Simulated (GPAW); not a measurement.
Crystal: MnS.

```
CELL_PARAMETERS angstrom
0.00000 2.60450 2.60450
2.60450 0.00000 2.60450
2.60450 2.60450 0.00000
ATOMIC_POSITIONS crystal
Mn 0.00000 0.00000 0.00000
S 0.50000 0.50000 0.50000
```

```yaml
Program: GPAW 26.7.0
Task: relaxation of cell and atoms
Functional: BLYP
Dispersion: D4
Potentials_or_basis: PAW data sets generated in the run's folder for this functional
Cutoff: 600 eV
Basis: pw
k_mesh: 9 × 9 × 9
Occupations: fermi-dirac, width 0.05 eV
Spin: collinear spin, ferromagnetic start
Starting_moments: "[4.0, 0.0] μB"
```

At the start: pressure -5.5 GPa; volume 17.67 Å³/atom.

Problem. Where does the relaxation end?

Solution. Over 5 steps the energy falls by 44.2 meV/atom and the volume is 15.32 Å³/atom (-13.3 %); space group Fm-3m (No. 225, to 0.05 Å); moment 3.98 μB per cell.

The path:
| step | energy change (eV) | largest force (eV/Å) | pressure (GPa) | volume (Å³) |
| --- | --- | --- | --- | --- |
| 1 | 0.0000 | 0.0000 | -5.54 | 35.33 |
| 2 | -0.0146 | 0.0000 | -5.06 | 34.88 |
| 3 | -0.0872 | 0.0000 | -0.80 | 30.94 |
| 4 | -0.0880 | 0.0000 | 0.78 | 30.34 |
| 5 | -0.0884 | 0.0000 | -0.07 | 30.63 |

Final structure:
```cif
data_structure
_symmetry_space_group_name_H-M 'P 1'
_symmetry_Int_Tables_number 1
_cell_length_a 3.5121
_cell_length_b 3.5121
_cell_length_c 3.5121
_cell_angle_alpha 60.000
_cell_angle_beta 60.000
_cell_angle_gamma 60.000
_cell_volume 30.63
loop_
_atom_site_label
_atom_site_type_symbol
_atom_site_fract_x
_atom_site_fract_y
_atom_site_fract_z
_atom_site_occupancy
Mn1 Mn 0.00000 0.00000 0.00000 1
S1 S 0.50000 0.50000 0.50000 1
```

Caveat: each step starts from the last one's moments, so a moment once lost doesn't come back; later steps reuse the first step's grids; the volume moved by -13 % from the deposited cell, more than functionals usually miss; a cell with one magnetic atom can't hold antiferromagnetic order, which such compounds often take; pairwise dispersion overbinds metals, which lowers pressure and volume.
